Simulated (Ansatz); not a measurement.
Crystal: Bi.

```
Bi
1.0
     4.65841    0.00000    0.00000
     0.00000    4.52639    0.00000
    -0.34597    0.00000    6.51195
Bi
4
Cartesian
  0.9120 1.1316 4.8757
  3.4005 3.3948 1.6362
  1.0780 1.1316 1.6207
  3.2345 3.3948 4.8913
```

Base run:

* Program: Ansatz 0.2.0
* Functional: LDA
* Potentials or basis: all-electron LAPW, scalar-relativistic
* Cutoff: 171 eV
* Density cutoff: 683 eV
* Basis error allowed: 0.002 eV/atom
* k mesh: 6 × 6 × 4
* Occupations: fermi-dirac, width 0.05 eV
* Spin: no spin polarisation

Its results: pressure -2.6 GPa.

**Question.** The run is repeated on the same cell with these changes: functional from LDA to PBEsol. What comes out?

**Answer.** Pressure -1.3 GPa.

PBEsol binds less tightly than LDA, so the same cell stands under more pressure.

Not every run made on this cell is shown here.
